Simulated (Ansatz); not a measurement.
## Se: stiffness from a series of strains

```yaml
crystal:
  lattice:
    - [4.36620, 0.00000, 0.00000]
    - [-2.18310, 3.78124, 0.00000]
    - [0.00000, 0.00000, 4.95360]
  atoms:
    - { symbol: Se, position: [0.22540, 0.00000, 0.33333] }
    - { symbol: Se, position: [0.00000, 0.22540, 0.66667] }
    - { symbol: Se, position: [0.77460, 0.77460, 0.00000] }
```

Atom numbers follow the list: Se1, Se2, Se3.

The cell is COD entry 9012501, as deposited and not checked against the literature; nothing was relaxed.

Computed with Ansatz 0.2.0, DFT, PBE, all-electron LAPW, scalar-relativistic.

Numerical set-up: a Γ-centred 6×6×5 k mesh, Fermi–Dirac smearing of 0.03 eV, basis error target 1 meV/atom, no spin polarisation.

The strain is applied along the Cartesian axes of the cell as listed (γ is the engineering shear, twice εxy = εyz = εzx). Fractional coordinates are held (clamped ions).

σ is the change of stress from the unstrained cell, which is at 2.77 GPa; tension is positive, so slopes are stress–strain coefficients at that pressure.

Only quantities that a quadratic follows smoothly over the whole series are listed; rougher ones are left out.

```
      γ  σxy (GPa)  σyz (GPa)
-0.0300      -1.21      -1.60
-0.0200      -0.79      -1.05
 0.0000       0.00       0.00
 0.0100       0.36       0.50
 0.0200       0.71       0.98
 0.0300       1.03       1.45
```

(1) Fit the series and read off the stiffness at zero strain.

(2) One run, at γ = -0.0100, is withheld. Predict its row.

Results:

(1) Least-squares fits y = p0 + p1 x + p2 x² to the rows give σxy (GPa): p1 = 37.4, p2 = -98; σyz (GPa): p1 = 50.8, p2 = -83.

(2) The fits give -0.38, -0.52; the run gave -0.38, -0.52.
